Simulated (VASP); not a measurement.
GeS:

```
Ge S
1.0
    10.48100    0.00000    0.00000
     0.00000    3.64600    0.00000
     0.00000    0.00000    4.29900
Ge S
4 4
Direct
  0.12210 0.25000 0.12770
  0.37790 0.75000 0.62770
  0.62210 0.25000 0.37230
  0.87790 0.75000 0.87230
  0.84950 0.25000 0.50230
  0.65050 0.75000 0.00230
  0.34950 0.25000 0.99770
  0.15050 0.75000 0.49770
```

| Quantity | Value |
| --- | --- |
| Program | VASP 6.6.1 |
| Task | relaxation of cell and atoms |
| Functional | PBE |
| Dispersion | D3(BJ) |
| Potentials or basis | VASP PAW PBE potentials, release 64 (Ge_d, S) |
| Cutoff | 600 eV |
| k mesh | 4 × 8 × 6 |
| Occupations | gaussian, width 0.03 eV |
| Spin | no spin polarisation |

At the start: pressure 2.3 GPa; volume 20.54 Å³/atom.

Question: Where does the relaxation end?

Answer: Over 32 steps the energy falls by 6.6 meV/atom and the volume is 21.35 Å³/atom (+4.0 %); space group Pnma (No. 62, to 0.05 Å).

The path:
| step | energy change (eV) | largest force (eV/Å) | pressure (GPa) | volume (Å³) |
| --- | --- | --- | --- | --- |
| 1 | 0.0000 | 0.1152 | 2.31 | 164.28 |
| 2 | -0.0376 | 0.2152 | -0.85 | 171.41 |
| 3 | -0.0427 | 0.1588 | 0.02 | 169.67 |
| 4 | -0.0468 | 0.1121 | -0.06 | 170.16 |
| 5 | -0.0495 | 0.0605 | -0.16 | 170.75 |
| 6 | -0.0476 | 0.0686 | -0.34 | 171.92 |
| 7 | -0.0499 | 0.0371 | -0.20 | 171.08 |
| 8 | -0.0508 | 0.0470 | 0.23 | 170.36 |
| 9 | -0.0508 | 0.0435 | 0.15 | 170.49 |
| 10 | -0.0519 | 0.0225 | 0.08 | 170.67 |
| 11 | -0.0521 | 0.0162 | 0.03 | 170.78 |
| 12 | -0.0522 | 0.0192 | 0.02 | 170.80 |
| 13 | -0.0523 | 0.0145 | -0.04 | 170.91 |
| 14 | -0.0523 | 0.0122 | -0.05 | 170.97 |
| 15 | -0.0524 | 0.0144 | -0.11 | 171.09 |
| 16 | -0.0524 | 0.0160 | -0.07 | 171.06 |
| 17 | -0.0525 | 0.0214 | 0.00 | 170.97 |
| 18 | -0.0526 | 0.0185 | 0.00 | 170.96 |
| 19 | -0.0527 | 0.0109 | 0.01 | 170.94 |
| 20 | -0.0526 | 0.0199 | 0.02 | 170.90 |
| 21 | -0.0527 | 0.0124 | -0.04 | 170.93 |
| 22 | -0.0527 | 0.0137 | -0.02 | 170.92 |
| 23 | -0.0527 | 0.0134 | 0.01 | 170.87 |
| 24 | -0.0528 | 0.0150 | 0.06 | 170.73 |
| 25 | -0.0529 | 0.0148 | -0.03 | 170.81 |
| 26 | -0.0529 | 0.0148 | -0.05 | 170.84 |
| 27 | -0.0529 | 0.0103 | -0.04 | 170.80 |
| 28 | -0.0530 | 0.0113 | -0.01 | 170.74 |
| 29 | -0.0530 | 0.0101 | 0.03 | 170.70 |
| 30 | -0.0530 | 0.0093 | 0.08 | 170.64 |
| 31 | -0.0531 | 0.0077 | 0.05 | 170.67 |
| 32 | -0.0531 | 0.0035 | -0.01 | 170.77 |

Final structure:
```
Ge S
1.0
    10.65564    0.00000    0.00000
     0.00000    3.68525    0.00000
     0.00000    0.00000    4.34876
Ge S
4 4
Direct
  0.12474 0.25000 0.13267
  0.37526 0.75000 0.63267
  0.62474 0.25000 0.36733
  0.87526 0.75000 0.86733
  0.84950 0.25000 0.49646
  0.65050 0.75000 0.99646
  0.34950 0.25000 0.00354
  0.15050 0.75000 0.50354
```
